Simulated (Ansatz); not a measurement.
The system is HfO2.

```
Hf O
1.0
     5.55640    0.00000    0.00000
     0.00000    3.33360    0.00000
     0.00000    0.00000    6.50500
Hf O
4 8
Direct
  0.74868 0.75000 0.60787
  0.25132 0.25000 0.39213
  0.24868 0.75000 0.89213
  0.75132 0.25000 0.10787
  0.63950 0.25000 0.42340
  0.36050 0.75000 0.57660
  0.13950 0.25000 0.07660
  0.86050 0.75000 0.92340
  0.52079 0.25000 0.84145
  0.47921 0.75000 0.15855
  0.02079 0.25000 0.65855
  0.97921 0.75000 0.34145
```

Measurements of this composition are mostly on another form, of space group No. 14.

* Program: Ansatz 0.2.0
* Task: relaxation of cell and atoms
* Functional: r2SCAN
* Dispersion: D3(BJ)
* Potentials or basis: Ansatz PAW
* Cutoff: 500 eV (not typed: the program's choice for these potentials)
* k mesh: 5 × 8 × 4
* Occupations: fermi-dirac, width 0.05 eV
* Spin: no spin polarisation

At the start: volume 10.04 Å³/atom.

Question: How do energy, volume and symmetry change on relaxing?

Answer: It ends after 7 steps and the volume is 9.82 Å³/atom (-2.2 %); space group Pnma (No. 62, to 0.05 Å).

The path:
| step | energy change (eV) | largest force (eV/Å) | volume (Å³) |
| --- | --- | --- | --- |
| 1 | 0.0000 | 0.0395 | 120.49 |
| 2 | -0.0345 | 0.1976 | 117.35 |
| 3 | -0.0427 | 0.0788 | 118.04 |
| 4 | -0.0437 | 0.0436 | 118.07 |
| 5 | -0.0453 | 0.0169 | 117.88 |
| 6 | -0.0453 | 0.0025 | 117.89 |
| 7 | -0.0437 | 0.0025 | 117.89 |

Final structure:
```xyz
12
Lattice="5.5305 0.0000 0.0000 0.0000 3.3046 0.0000 0.0000 0.0000 6.4507" Properties=species:S:1:pos:R:3 pbc="T T T"
Hf    4.1332    2.4784    3.9345
Hf    1.3973    0.8261    2.5162
Hf    1.3680    2.4784    5.7415
Hf    4.1625    0.8261    0.7092
O     3.5399    0.8261    2.7409
O     1.9906    2.4784    3.7098
O     0.7747    0.8261    0.4845
O     4.7558    2.4784    5.9663
O     2.8940    0.8261    5.4168
O     2.6365    2.4784    1.0339
O     0.1288    0.8261    4.2593
O     5.4017    2.4784    2.1914
```

Caveat: the plane-wave basis is chosen anew once the cell has moved, so the energies of steps on either side of that aren't comparable; the PAW data sets come from PBE, with cores solved anew for the run's functional, which leaves a small shift of forces and pressure; the dispersion damping was fitted for another functional or another form of the correction.
